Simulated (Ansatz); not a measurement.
A series in volume scale on Pb

Periodic Kohn-Sham DFT of a crystal at fixed atoms, scaled to volume_scale times the given cell; pressure positive in compression, energy less spherical unpolarised free atoms, largest_vzz the field gradient of largest size among the nuclei. The results are calculated, by Ansatz 0.2.0.

The cell before it is scaled or strained (space group Fm-3m, No. 225):
```
CELL_PARAMETERS angstrom
0.00000 2.49480 2.49480
2.49480 0.00000 2.49480
2.49480 2.49480 0.00000
ATOMIC_POSITIONS crystal
Pb 0.00000 0.00000 0.00000
```

Settings of every row: method frozen-core PAW; functional LDA; relativity scalar; k mesh 13x13x13; filling fermi-dirac; smearing width 0.05 eV; wave cutoff 420 eV; paw set soft_2.

Atom start moment: 0 on all atoms.

Limits: PAW files made with PBE; no spin-orbit coupling on heavy atoms.

```
row  volume scale  V (Å³/atom)  pressure (GPa)
  1        0.9405       29.208          -0.289
  2          0.97       30.124          -1.722
  3             1       31.054          -2.927
  4          1.03       31.987          -3.916
  5          1.06       32.919               ?
```

Question: what pressure should row 5 give?

Worked fit of pressure. Take u = (V_r/V)^(2/3) − 1 with V_r = 30.589 Å³ an atom, which is twice the finite (Eulerian) strain; such expansions in the strain, on which the Birch-Murnaghan equation of state is built, carry the rest volume and the bulk modulus. The shown rows have u = 0.03128, 0.01026, -0.01001, -0.02935. Least squares give pressure = −2.3536 + 59.413 × u + 210.6 × u² GPa; a straight line predicts inner rows, each left out in turn, worse (root mean square 0.12 against 0.00042 GPa). All shown rows lie on it to the printed digit. The withheld row has u = -0.04776, so the fit gives −2.3536 + 59.413 × (-0.04776) + 210.6 × (-0.04776)² = -4.711 GPa.

The calculation gave -4.73 GPa. The fit lies 0.019 GPa (0.43 % of the column's range) above it; its largest miss of a shown row is 0.000 GPa. This row lies beyond the range of the fit.
